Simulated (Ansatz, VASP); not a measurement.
**Ti in VASP and in Ansatz**

```xyz
1
Lattice="-1.6259 1.6259 1.6259 1.6259 -1.6259 1.6259 1.6259 1.6259 -1.6259" Properties=species:S:1:pos:R:3 pbc="T T T"
Ti    0.0000    0.0000    0.0000
```

Alike in both runs: functional r2SCAN; k mesh 18 × 18 × 18; occupations gaussian, width 0.1 eV; no spin polarisation.

Ansatz relaxed the structure, and its values are those at the end. VASP's run is a single point on that final structure, the one shown.

|  | VASP | Ansatz |
| --- | --- | --- |
| version | VASP 6.6.1 | Ansatz 0.2.0 |
| potentials or method | VASP PAW PBE potentials, release 64 (Ti_sv) | scalar-relativistic, plane waves, PAW |
| plane-wave cutoff (eV) | 520 | 500 |
| valence electrons in the cell | 12 | 12 |

Ansatz gave:

```
gap on the k mesh at the Fermi level (eV) : none
pressure (GPa)                            : 0.0
```

Estimate VASP's values.

gap on the k mesh at the Fermi level (eV): none; pressure (GPa): 0.4.

A gap of «none» marks a metal or a gap that the smearing closes. The functional is the same, so the differences come from potentials, cutoffs and numerics.

Caveats: the PAW data sets were made with another functional, which shifts forces and pressure a little (VASP).
